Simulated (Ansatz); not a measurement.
## Ligand exchange: BH(CH3)Cl + C4H10O → BH(CH3)(OH) + C4H9Cl

Species: BH(CH3)Cl, singlet; C4H10O (1-butanol) `CCCCO`, singlet; BH(CH3)(OH), singlet; C4H9Cl (1-chlorobutane) `CCCCCl`, singlet. The partners trade Cl for OH: B–Cl and C–OH bonds give way to B–OH and C–Cl.

Shapes, held fixed at every level: PBE0-D4/def2-TZVP. Flexible molecules stand in one conformer, not always the lowest. Programs: Ansatz 0.2.0. The zero-point and thermal change to 298 K, harmonic and unscaled (PBE0-D4/def2-TZVP), is +1.1 kJ/mol.

Estimate ΔH(298 K) of this reaction.

The highest level, CCSD(T)/CBS estimate, gives ΔH(298 K) = -73.4 kJ/mol; the levels span -74.6 to -68.7. The column of differences is taken from that level and isn't an error. No measured value is set beside it here. The CBS estimate extrapolates MP2 from def2-TZVPP and def2-QZVPP and adds CCSD(T) − MP2 in the triple-zeta set, cores frozen.

```json
{"level": "B3LYP-D4/def2-TZVPP", "kind": "global hybrid", "ΔH(298 K) (kJ/mol)": "-73.5", "less CCSD(T)/CBS estimate": "-0.1"}
{"level": "wB97M-V/def2-TZVPP", "kind": "range-separated hybrid", "ΔH(298 K) (kJ/mol)": "-72.6", "less CCSD(T)/CBS estimate": "+0.8"}
{"level": "wB97X-V/def2-TZVPP", "kind": "range-separated hybrid", "ΔH(298 K) (kJ/mol)": "-69.8", "less CCSD(T)/CBS estimate": "+3.6"}
{"level": "MP2/def2-TZVPP", "kind": "perturbation theory", "ΔH(298 K) (kJ/mol)": "-74.6", "less CCSD(T)/CBS estimate": "-1.2"}
{"level": "CCSD/def2-SVP", "kind": "coupled cluster or CI", "ΔH(298 K) (kJ/mol)": "-68.7", "less CCSD(T)/CBS estimate": "+4.7"}
{"level": "CCSD(T)/def2-TZVPP", "kind": "coupled cluster or CI", "ΔH(298 K) (kJ/mol)": "-71.4", "less CCSD(T)/CBS estimate": "+2.0"}
{"level": "CCSD/def2-TZVPP", "kind": "coupled cluster or CI", "ΔH(298 K) (kJ/mol)": "-70.5", "less CCSD(T)/CBS estimate": "+2.9"}
{"level": "CCSD(T)/CBS estimate", "kind": "coupled cluster or CI", "ΔH(298 K) (kJ/mol)": "-73.4", "less CCSD(T)/CBS estimate": "0.0"}
```
